**Flattening and stretching BaTiO3: an asymmetry that belongs mostly to the axis label**

A change of twenty per cent ought to cost about the same energy whichever way it goes. Take a block of barium titanate, hold its volume, and lower the ratio of its height to its width by a fifth: the calculation gives 332.6 meV/atom. Raise the ratio by a fifth instead and the cost is only 213.3 meV/atom. The first number is 1.56 times the second, and it is tempting to conclude that this crystal resists flattening much more than stretching.

BaTiO3 (Amm2, 5-atom cell, 12.94 Å³ per atom) strained along its conventional c axis at fixed volume and fractional coordinates, calculated with Ansatz 0.2.0 using r2SCAN+U (U − J = 4 eV on Ti d), scalar-relativistic plane-wave PAW and no spin polarisation. The cutoff is 500 eV, the k mesh 6×6×6 and the Gaussian smearing 0.05 eV. Pressure is positive in compression.

```csv
axial ratio (over its starting value),energy change (meV/atom),pressure (GPa)
0.8,332.6,5.58
0.85,172.7,2.71
0.92,44.6,0.57
0.96,10.6,0.08
1,0.0,0.00
1.05,15.1,0.37
1.1,57.8,1.17
1.2,213.3,3.77
1.3,447.9,7.43
```

The tempting explanation has a respectable mechanism behind it. Atoms repel each other ever more steeply as they approach, whereas they give way more gently as they part. Flattening pushes atoms together along the axis, stretching pulls them apart, so flattening should be the expensive direction. The other explanation is duller: a ratio of 0.8 may simply be a larger distortion than a ratio of 1.2. The two can be told apart by asking what happens when the same shapes are described differently.

**Turn the ratio upside down**

Nothing obliges us to divide height by width. A colleague who divides width by height describes the same crystal and has the same right to compare 0.8 with 1.2. Her 0.8 is our 1.25, a stretched cell, and her 1.2 is our 0.833, a flattened one. Neither was calculated, but the energies vary smoothly enough to be interpolated. For this I used a least-squares curve through all nine rows with second, third and fourth powers of the logarithm of the ratio; its typical miss is about 0.2 meV/atom, or about 1 meV/atom for a row left out of the fit.

The colleague finds about 321 meV/atom for her 0.8 and 219 for her 1.2. By her reckoning stretching costs 1.47 times as much as flattening, the opposite of our first conclusion. A crystal can't be harder to flatten and harder to stretch according to which length is written on top of the fraction. Most of the lopsidedness therefore comes from the way the distortion is counted.

A fairer comparison pairs shapes whose proportions are exchanged: height to width as 4 to 5, against 5 to 4. These are the ratios 0.8 and 1.25, and flattening costs only about 3.5 % more. For the milder pair, 0.833 and 1.2, the difference is about 3 %. In such pairs stretching is still the cheaper direction, but the difference is a few per cent and not half as much again.

**Why the logarithm is the useful scale**

Call the ratio of height to width, relative to that of the relaxed cell, $r$. If the volume is fixed and both widths change by the same factor, the height must scale as $r^{2/3}$ and each width as $r^{-1/3}$. Their quotient is then $r$, and the height times the two widths is unchanged. Taking logarithms turns these factors into strains, $\tfrac{2}{3}\ln r$ along the axis and $-\tfrac{1}{3}\ln r$ across it. Both strains are governed by the single quantity $\ln r$.

The undisturbed cell is relaxed, so there is no stress to give the energy a slope at $r=1$. The first term that can survive is quadratic, as for a spring:

$$E \approx k(\ln r)^2 .$$

Here $E$ is the energy change per atom and $k$ is a stiffness. The formula gives $r$ and $1/r$ the same energy, which is why it doesn't care how the fraction is written. It also counts successive deformations sensibly, because each small step is measured against the length the crystal has at that moment.

One row is enough to try it out. At a ratio of 1.2, $\ln r = 0.1823$, and dividing 213.3 meV/atom by the square of this gives $k = 6.42$ eV/atom. At 0.8, $\ln r = -0.2231$, whose square is 0.0498. The predicted energy is therefore $6.42 \times 0.0498 = 0.320$ eV/atom, or 320 meV/atom.

The calculated value at 0.8 is 332.6 meV/atom, so the estimate is 4 % too low. That row played no part in setting the constant. The formula has thus carried a calculated energy from the stretched side to the flattened side, over a larger distortion, with no separate term for a repulsive wall. The scale alone predicts that flattening by a fifth costs 1.50 times as much as stretching by a fifth; the calculation says 1.56.

**What the wall explanation would have found**

Someone who believes in the wall would probably keep the plain ratio and add a cubic term to the energy, to make one side steeper. With $d=r-1$, a least-squares fit of all nine rows to $d^2$ and $d^3$ gives coefficients of about 6.9 and −6.5 eV/atom. A cubic term that large looks like strong evidence that the forces are unequal. But the square of the logarithm expands as

$$[\ln(1+d)]^2 = d^2 - d^3 + \dots,$$

so a perfectly even spring in $\ln r$ also yields two nearly equal and opposite coefficients. The cubic term is what one gets by drawing a symmetric curve on an uneven ruler.

The quality of the fits points the same way. The logarithmic formula, fitted to the same nine rows with its one constant, misses by typically 3 meV/atom; the plain ratio with two constants misses by about 5. When each row in turn is left out and predicted from the others, the typical misses are 4 and 15 meV/atom. The simpler law is also the safer one for estimating a point that hasn't been calculated.

The logarithm remains a choice, however, and the table didn't have to favour it. Had the energy followed the squares of the plain length changes, 14 % in height and 8 % in each width at a ratio of 0.8, flattening by a fifth would cost only 1.31 times as much as stretching by a fifth. Measured against that standard, more of the difference would be put down to the material. What doesn't depend on the standard is that the apparent asymmetry changes sides when the fraction is inverted.

**Why the wall doesn't make one side much steeper**

The wall argument looks only along the axis. At fixed volume, a crystal that gets taller must also get narrower, so stretching squeezes atoms as well, in the two directions across the axis. Both deformations bring some neighbours together and move others apart. Repulsion can then stiffen the crystal on both sides without making the two sides very different.

The shortest distance between atoms illustrates this. It is 1.91 Å in the relaxed cell and 1.88 Å at both 0.8 and 1.2, although the energies of those two rows differ by half. The axis here runs along a face diagonal of the nearly cubic cell and not along a titanium–oxygen bond. Flattening therefore shortens titanium–oxygen bonds that lie obliquely to the axis, while stretching shortens those that lie across it. Barium and oxygen atoms also face each other both along the axis and across it, so each deformation squeezes some of those contacts too. On mild stretching the shortest distance even grows, to 1.94 Å at a ratio of 1.1, because the oblique bonds lengthen; by 1.2 the compressed bonds across the axis have become the shortest.

Some stiffening is visible. The energy divided by $(\ln r)^2$ is 6.34 eV/atom at a ratio of 1.05, and it grows to 6.51 at 1.3 and 6.68 at 0.8. Closer contacts on both sides are a plausible reason, with a slightly stronger effect when the crystal is flattened. The calculation doesn't divide the energy among pairs of atoms, so this assignment is a guess, and so is any particular cause for the remaining few per cent of asymmetry.

**What a press would feel**

Stress tells the same story in engineering terms. Raising $\ln r$ by a small amount lengthens the axis by two thirds of that amount and narrows each width by one third. Equating the work done to the change in energy gives

$$\sigma = -\frac{3k}{V}\ln r ,$$

where $\sigma$ is the compressive stress along the axis less the average across it, and $V$ is the volume per atom. For small distortions the energy curve implies about 237 GPa per unit of $\ln r$.

The stresses calculated in the same runs give 236 GPa per unit at a ratio of 1.05 and 259 at 0.8, the extremes among the strained rows. The resistance thus grows almost in proportion to $\ln r$, with a tenth of extra stiffness at the flattest cell. This is a check that energy and stress agree within one calculation, and not independent evidence about the material.

The pressure column must not be read as the load on the press. It is the average of the stresses in three directions, and large terms of opposite sign cancel in it. At a ratio of 0.8 the crystal is under 44 GPa of compression along the axis while its sides are in tension, and the average is only 5.58 GPa.

The pressure is also where the even spring fails as a guide. It is 0.37 GPa at a ratio of 1.05 but 0.08 GPa at 0.96, more than four times smaller, while the energies of these rows differ by a factor of only 1.4. In a cubic crystal a small change of shape at fixed volume can't alter the pressure in first order. This cell is not cubic, so symmetry allows a part that changes sign with $\ln r$; for mild distortions it adds to the even part on stretching and subtracts from it on flattening.

**What to do about it**

Plot such a scan against $\ln r$ before explaining its shape. To compare flattening with stretching, choose reciprocal ratios, such as 0.8 and 1.25, and count only the remaining difference as uneven resistance, remembering that its size is judged on the logarithmic scale. For a quick estimate in a scan that has a single smooth minimum, as this one has, take one modest distortion, obtain $k$ from it, and scale with $(\ln r)^2$. Then check one point on the other side, because no symmetry makes $r$ and $1/r$ equal, and another crystal may have a larger cubic term in $\ln r$. Here the constant from the row at 1.05 puts the energy at 0.8 about 5 % too low, which shows how far a small distortion can be trusted to speak for a large one.

Don't use these energies as the cost of a slow, real deformation. The atoms kept their fractional positions, and the forces left on them reach about 2 eV/Å at a ratio of 1.3. The two sides are not alike in this: the largest force at a ratio of 1.2 is more than twice the largest at 0.8. Letting the atoms move would lower the energy of every strained cell, probably by different amounts on the two sides, so the difference of a few per cent between reciprocal shapes holds for the clamped crystal only. Where the relaxed response matters, the atoms have to be relaxed at each ratio, and the reciprocal pairs compared again.
